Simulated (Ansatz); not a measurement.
## CoO under changes of volume

One of the cells (9.684 Å³/atom); the others are scaled copies at fixed shape and fractional positions:

```xyz
2
Lattice="0.0000 2.1315 2.1315 2.1315 0.0000 2.1315 2.1315 2.1315 0.0000" Properties=species:S:1:pos:R:3 pbc="T T T"
Co    0.0000    0.0000    0.0000
O     2.1315    2.1315    2.1315
```

| Item | Value |
| --- | --- |
| Program | Ansatz 0.2.0 |
| Functional | PBE |
| Potentials or basis | Ansatz PAW |
| Cutoff | 420 eV (not typed: the program's choice for these potentials) |
| k mesh | 11 × 11 × 11 |
| Occupations | fermi-dirac, width 0.05 eV |
| Spin | collinear spin, ferromagnetic start |
| Starting moments | [2.0, 0.0] μB |

| volume (Å³/atom) | energy over the lowest point (meV/atom) | pressure (GPa) | moment (μB per cell) |
| --- | --- | --- | --- |
| 9.103 | 12.89 | 9.4 | 2.77 |
| 9.297 | 3.97 | 5.3 | 2.83 |
| 9.490 | 0.00 | 1.5 | 2.88 |
| 9.684 | 0.21 | -1.8 | 2.93 |
| 9.878 | 4.39 | -5.0 | 2.96 |
| 10.071 | ? | ? | ? |
| 10.265 | 23.62 | -10.6 | 2.99 |

What does the run at 10.071 Å³/atom give?

Energy over the lowest point 12.25 meV/atom; pressure -7.9 GPa; moment 2.98 μB per cell.

Worked out: A Birch-Murnaghan fit of order 3 (a polynomial in V^(-2/3)) to the other rows has its minimum at 9.58 Å³/atom with B0 = V·E''(V) = 171 GPa and B' = 3.1. It gives 12.31 meV/atom at 10.071 Å³/atom, against the run's 12.25, and -dE/dV = -8.0 GPa, against -7.9. A parabola through the other rows of the moment, of slope 0.0837 μB per Å³/atom there, gives 2.98 μB, against the run's 2.98.

Energies are extrapolated to zero smearing.

Caveats: a cell with one magnetic atom can't hold antiferromagnetic order, which such compounds often take.
